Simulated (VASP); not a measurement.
## Mg$_{2}$Ge (strained antifluorite), PBE single-point calculation: VASP's output and Ansatz's

POSCAR

```
Ge Mg
 1.0000000000000000
     0.0295421825000000    3.1808124074999999    3.1808124074999999
     3.1808124074999999    0.0295421825000000    3.1808124074999999
     3.1808124074999999    3.1808124074999999    0.0295421825000000
 Ge  Mg
   1   2
Cartesian
 -0.0000000000000000  0.0000000000000000  0.0000000000000000
  1.5958014203391784  1.5958014203391784  1.5958014203391784
  4.7953655771608208  4.7953655771608208  4.7953655771608208
```

VASP ran with the recommended PBE PAW datasets (18 valence electrons in the cell).

From OUTCAR

```
k-points           NKPTS =     65   k-points in BZ     NKDIM =     65   number of bands    NBANDS=     16

   NELECT =      18.0000    total number of electrons

   dimension x,y,z NGX =    36 NGY =   36 NGZ =   36
   dimension x,y,z NGXF=    72 NGYF=   72 NGZF=   72

  energy-cutoff  :      520.00
  volume of cell :       63.47
      direct lattice vectors                 reciprocal lattice vectors
     0.029542182  3.180812407  3.180812407    -0.159399587  0.157932767  0.157932767
     3.180812407  0.029542182  3.180812407     0.157932767 -0.159399587  0.157932767
     3.180812407  3.180812407  0.029542182     0.157932767  0.157932767 -0.159399587

 k-points in reciprocal lattice and weights: KPOINTS created by Atomic Simulation Env
   0.00000000  0.00000000  0.00000000       0.002
   0.12500000  0.00000000 -0.00000000       0.012
   0.25000000  0.00000000 -0.00000000       0.012
   0.37500000  0.00000000 -0.00000000       0.012
   0.50000000  0.00000000 -0.00000000       0.006
   0.12500000  0.12500000 -0.00000000       0.012
   0.25000000  0.12500000 -0.00000000       0.023
   0.37500000  0.12500000 -0.00000000       0.023
   ...

 E-fermi :   3.7424

 k-point     1 :       0.0000    0.0000    0.0000
  band No.  band energies     occupation
      1     -20.0077      2.00000
      2     -20.0063      2.00000
      3     -20.0063      2.00000
      4     -19.9874      2.00000
      5     -19.9874      2.00000
      6      -6.1767      2.00000
      7       3.6219      1.99518
      8       3.7022      1.76425
      9       3.7022      1.76425
     10       4.8460      0.00000
     11       6.4463      0.00000
     12       6.6075      0.00000
     13       6.6075      0.00000
     14       9.8296      0.00000
     15       9.8296      0.00000
     16      10.0509      0.00000

 k-point     2 :       0.1250    0.0000   -0.0000
  band No.  band energies     occupation
      1     -20.0075      2.00000
      2     -20.0062      2.00000
      3     -20.0061      2.00000
      4     -19.9874      2.00000
      5     -19.9873      2.00000
      6      -6.0426      2.00000
      7       2.3550      2.00000
      8       3.4721      2.00000
      9       3.5377      1.99993
     10       5.4028      0.00000
     11       6.7519      0.00000
     12       6.8870      0.00000
     13       7.1001      0.00000
     14       9.0028      0.00000
     15       9.0430      0.00000
     16      10.2842      0.00000

 k-point     3 :       0.2500    0.0000   -0.0000
  band No.  band energies     occupation
      1     -20.0071      2.00000
      2     -20.0061      2.00000
      3     -20.0057      2.00000
      4     -19.9873      2.00000
      5     -19.9871      2.00000
      6      -5.6667      2.00000
      7       0.6650      2.00000
      8       3.1842      2.00000
      9       3.2366      2.00000
     10       5.1536      0.00000
     11       6.9242      0.00000
     12       7.0057      0.00000
     13       8.5598      0.00000
     14       8.9564      0.00000
     15       9.0722      0.00000
     16       9.6922      0.00000

 k-point     4 :       0.3750    0.0000   -0.0000
  band No.  band energies     occupation
      1     -20.0068      2.00000
      2     -20.0059      2.00000
      3     -20.0053      2.00000
      4     -19.9873      2.00000
      5     -19.9870      2.00000
      6      -5.1671      2.00000
      7      -0.6765      2.00000
      8       2.9722      2.00000
      9       3.0114      2.00000
     10       4.8601      0.00000
     11       6.5772      0.00000
     12       6.6434      0.00000
     13       8.7159      0.00000
     14      10.1861      0.00000
     15      10.4042      0.00000
     16      10.8973      0.00000

 k-point     5 :       0.5000    0.0000   -0.0000
  band No.  band energies     occupation
      1     -20.0067      2.00000
      2     -20.0058      2.00000
      3     -20.0052      2.00000
      4     -19.9872      2.00000
      5     -19.9869      2.00000
      6      -4.8892      2.00000
      7      -1.2415      2.00000
      8       2.8984      2.00000
      9       2.9322      2.00000
     10       4.7543      0.00000
     11       6.4075      0.00000
     12       6.4754      0.00000
     13       8.5426      0.00000
     14      11.7131      0.00000
     15      11.9837      0.00000
     16      12.3216      0.00000

 k-point     6 :       0.1250    0.1250   -0.0000
  band No.  band energies     occupation
      1     -20.0076      2.00000
      2     -20.0062      2.00000
      3     -20.0059      2.00000
      4     -19.9875      2.00000
      5     -19.9872      2.00000
      6      -5.9991      2.00000
      7       2.4281      2.00000
      8       3.1218      2.00000
      9       3.1894      2.00000
     10       5.9702      0.00000
     11       6.1348      0.00000
     12       7.3110      0.00000
     13       7.3931      0.00000
     14       8.0896      0.00000
     15      10.0482      0.00000
     16      10.9809      0.00000

 ...

  Total        0.8429594      0.8429594      0.8429594     -0.1734393     -0.1734393     -0.1734393
  in kB       21.2797128     21.2797128     21.2797128     -4.3783108     -4.3783108     -4.3783108
  external PRESSURE =      21.2797128 kB  Pullay stress =       0.0000000 kB

 POSITION                                       TOTAL-FORCE (eV/Angst)
 -----------------------------------------------------------------------------------
      0.00000      0.00000      0.00000         0.000000     -0.000000      0.000000
      1.59580      1.59580      1.59580        -0.004610     -0.004610     -0.004610
      4.79537      4.79537      4.79537         0.004610      0.004610      0.004610
 -----------------------------------------------------------------------------------
    total drift:                               -0.000000     -0.000000     -0.000000

  FREE ENERGIE OF THE ION-ELECTRON SYSTEM (eV)
  ---------------------------------------------------
  free  energy   TOTEN  =        -8.3389544856 eV

  energy  without entropy=       -8.3388295235  energy(sigma->0) =       -8.33889200
```

Each program uses its own PAW datasets. VASP's cell holds 18 valence electrons and Ansatz's 34. Ansatz's stress includes a Pulay correction; VASP's doesn't.

Q: What does Ansatz give for the same cell and level of theory?

A: gap between bands v and c 0.09 eV; least direct gap 1.15 eV; pressure 2.3 GPa.

Ansatz printed

```
the search or the solves at the SCF's close seem to have found levels that the self-consistency loop had missed (the run counts 1). By its estimate they hold under 1e-12 electrons; where the run keeps them, the occupations were computed again with them
SCF 1 converged in 7 iterations: F = -8143.390788 eV  dr2 = 8.95e-10
  greatest PAW one-centre occupation: 1.000 electrons in one spin orbital (limit 2), on the Mg atom at site 2 (counted from 0), in its partial waves of l = 0
NSCF: frozen V_eff on 7 k-points
SCF converged after 7 iterations
Free energy (F): -8143.390788 eV
Harris-Foulkes:  -8143.390788 eV  (|F-HF|=1.93e-9)
Internal energy: -8143.390668 eV  (E = F + TS)
E sigma→0 (E₀):  -8143.390728 eV
Entropy (-TS):   -0.000120 eV (-0.040 meV/atom)
Fermi energy:    7.201530 eV
--- Per-component energies (eV) ---
  E_band       = -843.583356
  E_kinetic    = 264.085477
  E_local      = -5702.699951  (includes V_loc(G=0)·N_el)
  E_nonlocal   = 609.391001
  E_hartree    = 2247.725657
  E_xc         = -134.250783
  E_vxc        = -140.423749  (∫ρ·V_xc dr)
  E_paw        = -2604.771822  (= ΣΔE_a)
  E_vpaw       = -369.388491  (= ΣTr[D̂ρ^β])
  E_aug_tail   = 0.000327  (compensation charges beyond the density's cutoff)
  E_ewald      = -2822.870574
  E_smearing   = -0.000120  (= −TS)
  E_closure    = 0.000000  (closes the sum)
  Σ components = -8143.390788   (vs F -8143.390788, Δ=0.00e0)
--- Forces (eV/Å), atoms counted from 1 ---
  atom   1  Ge     0.00000000     0.00000000     0.00000000
  atom   2  Mg    -0.00478257    -0.00478257    -0.00478257
  atom   3  Mg     0.00478257     0.00478257     0.00478257
  max |Σ_I F_I| component: 9.54e-18 eV/Å
--- Stress (GPa, compression-positive) ---
        2.280558      -0.435683      -0.435683
       -0.435683       2.280558      -0.435683
       -0.435683      -0.435683       2.280558
  P = ⅓ Tr σ = 2.2806 GPa (22.806 kbar)
--- Band table (eV; the first three rows and the last of 65) ---
  k-point 0: bands = ["-68.9022", "-68.8990", "-35.6630", "-35.6618", "-35.6618", "-35.6475", "-35.6469", "-35.6469", "-16.5154", "-16.5139", "-16.5139", "-16.4958", "-16.4958", "-2.7169", "7.0799", "7.1598", "7.1598", "8.3079", "9.9085", "10.0697", "10.0697"]
  k-point 1: bands = ["-68.9021", "-68.8991", "-35.6624", "-35.6613", "-35.6612", "-35.6481", "-35.6475", "-35.6474", "-16.5152", "-16.5139", "-16.5138", "-16.4958", "-16.4958", "-2.5822", "5.8154", "6.9310", "6.9962", "8.8654", "10.2132", "10.3484", "10.5597"]
  k-point 2: bands = ["-68.9018", "-68.8995", "-35.6607", "-35.6598", "-35.6596", "-35.6498", "-35.6493", "-35.6491", "-16.5149", "-16.5139", "-16.5134", "-16.4958", "-16.4956", "-2.2047", "4.1278", "6.6443", "6.6963", "8.6169", "10.3844", "10.4663", "12.0171"]
  k-point 64: bands = ["-68.9006", "-68.9006", "-35.6558", "-35.6555", "-35.6546", "-35.6546", "-35.6542", "-35.6542", "-16.5154", "-16.5128", "-16.5128", "-16.4957", "-16.4957", "-1.4731", "2.1821", "6.4453", "6.4453", "8.3437", "9.9972", "9.9972", "12.1181"]
```
